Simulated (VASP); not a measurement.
# H (Cmce) in VASP: notebook

The runs below take H through single point, with PBEsol.

Everything below comes from runs of VASP 6.6.1. Logs are shortened: lines on timing, memory, paths and dates and some standing lists are left out, and cuts for length are marked.

### 1 The structure

The structure is orthorhombic, space group Cmce (No. 64). Conventional cell: a = 5.247 Å, b = 5.134 Å, c = 4.142 Å, α = 90.00°, β = 90.00°, γ = 90.00°. H (site symmetry m) is surrounded by 1 H at 0.74 Å.

### 2 Single point, PBEsol

Input file INCAR:

```
SYSTEM = H
PREC = Accurate
ENCUT = 520
EDIFF = 1E-6
ISMEAR = 0
SIGMA = 0.05
LREAL = .False.
LASPH = .True.
NELM = 100
ALGO = Normal
ISIF = 2
LWAVE = .False.
LCHARG = .True.
GGA = PS
LELF = .True.
LVHAR = .True.
NBANDS = 10
```

Input file KPOINTS:

```
Automatic mesh
0
Gamma
  6 6 6
  0 0 0
```

Input file POSCAR:

```
H
1.0
    2.6234813799     -2.5669048168      0.0000000000
    2.6234813799      2.5669048168      0.0000000000
    0.0000000000      0.0000000000      4.1418180000
H
4
Direct
    0.9532956300      0.0467043700      0.0685088900
    0.4532956300      0.5467043700      0.4314911100
    0.5467043700      0.4532956300      0.5685088900
    0.0467043700      0.9532956300      0.9314911100
```

Potentials or basis: VASP PAW PBE potentials, release 64 (H).

Command:

```console
cat potpaw_PBE.64/H/POTCAR > POTCAR
mpirun -np 1 vasp_std > vasp.out
```

OUTCAR:

```text
SYSTEM = H
   PREC = Accurate
   ENCUT = 520
   EDIFF = 1E-6
   ISMEAR = 0
   LREAL = .False.
   LASPH = .True.
   NELM = 100
   ISIF = 2
   GGA = PS

 ion  position               nearest neighbor table
   1  0.953  0.047  0.069-   4 0.74
   2  0.453  0.547  0.431-   3 0.74
   3  0.547  0.453  0.569-   2 0.74
   4  0.047  0.953  0.931-   1 0.74

  LATTYP: Found a base centered orthorhombic cell.
 ALAT       =     5.1338096336
 B/A-ratio  =     1.0220407717
 C/A-ratio  =     0.8067728053

  Lattice vectors:

 A1 = (  -2.6234813799,  -2.5669048168,   0.0000000000)
 A2 = (   2.6234813799,  -2.5669048168,   0.0000000000)
 A3 = (   0.0000000000,   0.0000000000,   4.1418180000)

Analysis of symmetry for initial positions (statically):
=====================================================================
 Subroutine PRICEL returns:
 Original cell was already a primitive cell.

 Routine SETGRP: Setting up the symmetry group for a
 base centered orthorhombic supercell.

 Subroutine GETGRP returns: Found  8 space group operations
 (whereof  4 operations were pure point group operations)
 out of a pool of  8 trial point group operations.

The static configuration has the point symmetry C_2h.
 The point group associated with its full space group is D_2h.

Analysis of symmetry for dynamics (positions and initial velocities):
=====================================================================
 Subroutine PRICEL returns:
 Original cell was already a primitive cell.

 Routine SETGRP: Setting up the symmetry group for a
 base centered orthorhombic supercell.

 Subroutine GETGRP returns: Found  8 space group operations
 (whereof  4 operations were pure point group operations)
 out of a pool of  8 trial point group operations.

The dynamic configuration has the point symmetry C_2h.
 The point group associated with its full space group is D_2h.

 Subroutine INISYM returns: Found  8 space group operations
 (whereof  4 operations are pure point group operations),
 and found     1 'primitive' translations

----------------------------------------------------------------------------------------

                                     Primitive cell

  volume of cell :      55.7839

  direct lattice vectors                    reciprocal lattice vectors
     2.623481380 -2.566904817  0.000000000     0.190586449 -0.194787121  0.000000000
     2.623481380  2.566904817  0.000000000     0.190586449  0.194787121  0.000000000
     0.000000000  0.000000000  4.141818000     0.000000000  0.000000000  0.241439870

  length of vectors
     3.670375306  3.670375306  4.141818000     0.272516453  0.272516453  0.241439870

  position of ions in fractional coordinates (direct lattice)
     0.953295630  0.046704370  0.068508890
     0.453295630  0.546704370  0.431491110
     0.546704370  0.453295630  0.568508890
     0.046704370  0.953295630  0.931491110

  ion indices of the primitive-cell ions
   primitive index   ion index
                 1           1
                 2           2
                 3           3
                 4           4

----------------------------------------------------------------------------------------

 KPOINTS: Automatic mesh

Automatic generation of k-mesh.
 Grid dimensions read from file:
 generate k-points for:    6    6    6

 Generating k-lattice:

  Cartesian coordinates                     Fractional coordinates (reciprocal lattice)
     0.031764408 -0.032464520  0.000000000     0.166666667  0.000000000  0.000000000
     0.031764408  0.032464520  0.000000000     0.000000000  0.166666667  0.000000000
     0.000000000  0.000000000  0.040239978     0.000000000  0.000000000  0.166666667

  Length of vectors
     0.045419409  0.045419409  0.040239978

  Shift w.r.t. Gamma in fractional coordinates (k-lattice)
     0.000000000  0.000000000  0.000000000

 Subroutine IBZKPT returns following result:
 ===========================================

 Found     52 irreducible k-points:

 Following reciprocal coordinates:
            Coordinates               Weight
  0.000000  0.000000  0.000000      1.000000
  0.166667  0.000000  0.000000      4.000000
  0.333333 -0.000000  0.000000      4.000000
  0.500000 -0.000000  0.000000      2.000000
  0.166667  0.166667  0.000000      2.000000
  0.333333  0.166667  0.000000      4.000000
[... 16 lines left out ...]
  0.333333  0.333333  0.166667      4.000000
  0.500000  0.333333  0.166667      8.000000
 [... further k-points ...]
   k-points           NKPTS =     52   k-points in BZ     NKDIM =     52   number of bands    NBANDS=     10
   number of dos      NEDOS =    301   number of ions     NIONS =      4
   total plane-waves  NPLWV =  25088
   dimension x,y,z NGX =    28 NGY =   28 NGZ =   32
   dimension x,y,z NGXF=    56 NGYF=   56 NGZF=   64
   ions per type =               4
   NGX,Y,Z   is equivalent  to a cutoff of  12.68, 12.68, 12.84 a.u.
   NGXF,Y,Z  is equivalent  to a cutoff of  25.36, 25.36, 25.69 a.u.
 SYSTEM =  H
   PREC   = accura    normal or accurate (medium, high low for compatibility)
   ISTART =      0    job   : 0-new  1-cont  2-samecut
   ICHARG =      2    charge: 1-file 2-atom 10-const
   ISPIN  =      1    spin polarized calculation?
   LNONCOLLINEAR =      F non collinear calculations
   LSORBIT =      F    spin-orbit coupling
   LASPH  =      T    aspherical Exc in radial PAW
   ENCUT  =  520.0 eV  38.22 Ry    6.18 a.u.   6.82  6.82  7.70*2*pi/ulx,y,z
   NELM   =    100;   NELMIN=  2; NELMDL= -5     # of ELM steps
   EDIFF  = 0.1E-05   stopping-criterion for ELM
[... 8 lines left out ...]
   TEBEG  =    0.0;   TEEND  =   0.0 temperature during run
   PSTRESS=    0.0 pullay stress
   NELECT =       4.0000    total number of electrons
   NUPDOWN=      -1.0000    fix difference up-down
   EMIN   =  10.00;   EMAX   =-10.00  energy-range for DOS
[... 5 lines left out ...]
     AMIX     =   0.40;   BMIX     =  1.00
     AMIX_MAG =   1.60;   BMIX_MAG =  1.00
  volume/ion in A,a.u.               =      13.95        94.11
  Fermi-wavevector in a.u.,A,eV,Ry     =   0.680130  1.285259  6.293739  0.462577
  Thomas-Fermi vector in A             =   1.758530
   LORBIT       =      0    0 simple, 1 ext, 2 COOP (PROOUT), +10 PAW based schemes
   GGA     = PS    functional components
   LHFCALC =     F    Hartree Fock is set to
   AEXX    =    0.0000 exact exchange contribution
   IVDW    =     0    specifies the selected vdW correction
   LEPSILON=     F    determine dielectric tensor
   LRPA    =     F    only Hartree local field effects (RPA)
 non-spin polarized calculation
 Gauss-broadening in eV      SIGMA  =   0.05
  energy-cutoff  :      520.00
  volume of cell :       55.78
 maximum number of plane-waves:      1516
   NGX = 13   NGY = 13   NGZ = 15

 number of electron       4.0000002 magnetization

 Free energy of the ion-electron system (eV)
  ---------------------------------------------------
  ext. energy  EPLUGINS =         0.00000000
  ---------------------------------------------------
  free energy    TOTEN  =       -13.04845437 eV

  energy without entropy =      -13.04845437  energy(sigma->0) =      -13.04845437

 E-fermi :  -8.1568     XC(G=0):  -4.8980

 val. band max:       -8.4082038996   @ k =   0.0000   0.0000   0.0000
 cond. band min:       0.7318469113   @ k =   0.5000  -0.0000   0.5000
 fundamental gap:      9.1400508108
 Fermi energy:        -8.1567596829

 k-point     1 :       0.0000    0.0000    0.0000
  band No.  band energies     occupation
      1     -10.2296      2.00000
      2      -8.4082      2.00000
      3       2.8854      0.00000
      4       4.1924      0.00000
      5       4.6527      0.00000
      6       6.7321      0.00000
      7       7.0040      0.00000
      8       8.4666      0.00000
      9      10.5432      0.00000
     10      11.3334      0.00000

 k-point     2 :       0.1667    0.0000    0.0000
  band No.  band energies     occupation
      1     -10.0823      2.00000
      2      -8.4816      2.00000
      3       2.9976      0.00000
      4       3.8183      0.00000
      5       3.9648      0.00000
      6       6.0880      0.00000
      7       7.6592      0.00000
      8       9.5138      0.00000
      9      11.0051      0.00000
     10      11.2307      0.00000

 k-point     3 :       0.3333   -0.0000    0.0000
  band No.  band energies     occupation
      1      -9.6858      2.00000
      2      -8.7333      2.00000
      3       2.6556      0.00000
      4       2.6949      0.00000
      5       4.2960      0.00000
      6       6.2300      0.00000
      7       8.2837      0.00000
      8       8.7518      0.00000
      9      10.2214      0.00000
     10      12.1305      0.00000

 k-point     4 :       0.5000   -0.0000    0.0000
  band No.  band energies     occupation
      1      -9.1742      2.00000
      2      -9.1742      2.00000
      3       2.3159      0.00000
      4       2.3159      0.00000
      5       5.4026      0.00000
      6       5.4026      0.00000
      7       8.7744      0.00000
      8       8.7744      0.00000
      9      10.1819      0.00000
     10      10.1819      0.00000
[... 222 lines left out ...]
 k-point    22 :      -0.1667    0.1667    0.1667
  band No.  band energies     occupation
      1      -9.8252      2.00000
      2      -8.6296      2.00000
      3       2.2479      0.00000
      4       2.8923      0.00000
      5       4.5931      0.00000
      6       5.8542      0.00000
      7       8.6830      0.00000
      8      10.2080      0.00000
      9      10.6959      0.00000
     10      11.4172      0.00000

 k-point    23 :       0.3333    0.3333    0.1667
  band No.  band energies     occupation
      1      -9.2882      2.00000
      2      -8.7377      2.00000
      3       1.7133      0.00000
      4       2.5119      0.00000
      5       3.4320      0.00000
      6       6.6504      0.00000
      7       6.9748      0.00000
      8       8.6678      0.00000
      9      10.3246      0.00000
     10      10.3875      0.00000

 k-point    24 :       0.5000    0.3333    0.1667
  band No.  band energies     occupation
      1      -9.0208      2.00000
      2      -8.8919      2.00000
      3       1.4159      0.00000
      4       2.2844      0.00000
      5       4.1386      0.00000
      6       5.4480      0.00000
      7       7.5961      0.00000
      8       8.8817      0.00000
      9       9.2971      0.00000
     10       9.6528      0.00000

 [... further k-points ...]

------------------------ aborting loop because EDIFF is reached ----------------------------------------

  FORCE on cell =-STRESS in cart. coord.  units (eV):
  Direction    XX          YY          ZZ          XY          YZ          ZX
  --------------------------------------------------------------------------------------
  -------------------------------------------------------------------------------------
  Total       -0.0434625      0.2860826      0.4492047      0.0000000      0.0000000      0.0000000
  in kB       -1.2482943      8.2166202     12.9016745      0.0000000      0.0000000      0.0000000
  external PRESSURE =       6.6233334 kB  Pullay stress =       0.0000000 kB

 VOLUME and BASIS-vectors are now :
 -----------------------------------------------------------------------------
  energy-cutoff  :      520.00
  volume of cell :       55.78
      direct lattice vectors                 reciprocal lattice vectors
     2.623481380 -2.566904817  0.000000000     0.190586449 -0.194787121  0.000000000
     2.623481380  2.566904817  0.000000000     0.190586449  0.194787121  0.000000000
     0.000000000  0.000000000  4.141818000     0.000000000  0.000000000  0.241439870

 POSITION                                       TOTAL-FORCE (eV/Angst)
 -----------------------------------------------------------------------------------
      2.62348     -2.32713      0.28375         0.000000      0.370389      0.438764
      2.62348      0.23977      1.78716         0.000000      0.370389     -0.438764
      2.62348     -0.23977      2.35466         0.000000     -0.370389      0.438764
      2.62348      2.32713      3.85807         0.000000     -0.370389     -0.438764
 -----------------------------------------------------------------------------------
    total drift:                                0.000000     -0.000000      0.000000

  FREE ENERGIE OF THE ION-ELECTRON SYSTEM (eV)
  ---------------------------------------------------
  free  energy   TOTEN  =       -13.0484543683 eV

  energy  without entropy=      -13.0484543683  energy(sigma->0) =      -13.04845437
```

Wall time 14 s (1 thread of Intel Xeon Platinum 8488C (Sapphire Rapids), shared host); peak memory 0.16 GiB.

What came out:

| Quantity | Value |
| --- | --- |
| Free energy | -13.0485 eV |
| Pressure | 0.7 GPa |
| Largest force | 0.574 eV/Å |
| Band gap on the k mesh | 9.14 eV, indirect (least direct gap 9.76 eV) |

Forces on the atoms (eV/Å):
```
H    0.000  0.370  0.439
H    0.000  0.370 -0.439
H    0.000 -0.370  0.439
H    0.000 -0.370 -0.439
```

Caveat: the PAW data sets were made with another functional, which shifts forces and pressure a little.

### 3 Single point, PBEsol

Input file INCAR:

```
  PREC = Accurate
  ENCUT = 520
  EDIFF = 1E-7
  ISMEAR = 0
  SIGMA = 0.05
  LREAL = False
  LASPH = True
  NELM = 100
  ALGO = Normal
  ISIF = 2
  LWAVE = False
  LCHARG = False
  GGA = PS
  NBANDS = 10
```

Input file KPOINTS:

```
Automatic mesh
0
Gamma
  8 8 6
```

POSCAR is that of step 2.

Potentials or basis: VASP PAW PBE potentials, release 64 (H).

Command:

```console
cat potpaw_PBE.64/H/POTCAR > POTCAR
mpirun -np 1 vasp_std > vasp.out
```

Run time: 22 s. Hardware: 1 thread of Intel Xeon Platinum 8488C (Sapphire Rapids), shared host; peak memory 0.17 GiB.

The run converged. Its results:

- Free energy: -13.0484 eV
- Pressure: 0.7 GPa
- Largest force: 0.574 eV/Å
- Band gap on the k mesh: 9.14 eV, indirect (least direct gap 9.76 eV)

Forces in eV/Å, atoms in the order of the input:
```
H    0.000  0.370  0.439
H    0.000  0.370 -0.439
H    0.000 -0.370  0.439
H    0.000 -0.370 -0.439
```

Stress tensor (GPa, compression positive):
```
-0.13  0.00  0.00
 0.00  0.82  0.00
 0.00  0.00  1.29
```

Levels at points of the mesh, in eV from the valence-band top:
| k point | band 1 | band 2 | band 3 | band 4 | band 5 | band 6 | band 7 |
| --- | --- | --- | --- | --- | --- | --- | --- |
| (0.00, 0.00, 0.00) | -1.82 | 0.00 | 11.29 | 12.60 | 13.06 | 15.14 | 15.41 |
| (0.50, 0.00, 0.00) | -0.77 | -0.77 | 10.72 | 10.72 | 13.81 | 13.81 | 17.18 |
| (0.50, 0.50, 0.00) | -0.60 | -0.42 | 9.47 | 10.30 | 14.10 | 15.37 | 15.60 |
| (0.00, 0.00, 0.50) | -0.91 | -0.91 | 10.41 | 10.41 | 15.55 | 15.55 | 17.21 |
| (0.50, 0.00, 0.50) | -0.62 | -0.62 | 9.14 | 9.14 | 15.85 | 15.85 | 16.92 |
| (0.50, 0.50, 0.50) | -0.41 | -0.41 | 10.91 | 10.91 | 12.46 | 12.46 | 12.63 |

Caveat: the PAW data sets were made with another functional, which shifts forces and pressure a little. A k mesh can miss the band edges.
